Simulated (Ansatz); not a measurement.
# Si: the cost of one run

Computed with Ansatz 0.2.0 (DFT r2SCAN, scalar-relativistic, plane waves, PAW, unless a step's input says otherwise).

### 1 The system as given

It takes space group P6/mmm (No. 191, hexagonal). The conventional cell has a = 2.937 Å, b = 2.937 Å, c = 2.744 Å, α = 90.00°, β = 90.00°, γ = 120.00°. Si (site symmetry 6/mmm) is surrounded by 8 Si at 2.74 to 2.94 Å.

Structure file:

```
CELL_PARAMETERS angstrom
2.93674 0.00000 0.00000
-1.46837 2.54329 0.00000
0.00000 0.00000 2.74402
ATOMIC_POSITIONS crystal
Si 0.00000 0.00000 0.00000
```

(A quick probe on a coarse mesh, which set the mesh and smearing, is not shown.)

### 3 Rough relaxation on the coarse mesh

Input file input.yaml:

```yaml
crystal:
  lattice:
    - [2.9367410356, 0.0, 0.0]
    - [-1.4683705178, 2.5432923412, 0.0]
    - [0.0, 0.0, 2.7440174052]
  atoms:
    - { symbol: Si, position: [0.0, 0.0, 0.0] }
basis:
  ecutwfc: 500
kpoints:
  mp_grid: { grid: [6, 6, 6] }
hamiltonian:
  xc: r2scan
scf:
  occupations: { method: gaussian, width: 0.1 }
  lower_state_search: "off"
output:
  forces: true
  stress: true
  eigenvalues: true
relax:
  adjacent_minimum: "off"
  f_tol: 0.04
  max_steps: 70
  cell: { stress_tol: 0.4 }
```

What time and memory should one allow on 1 thread of an x86-64 CPU, shared host?

About 9.4 s, with a peak of 0.37 GiB.
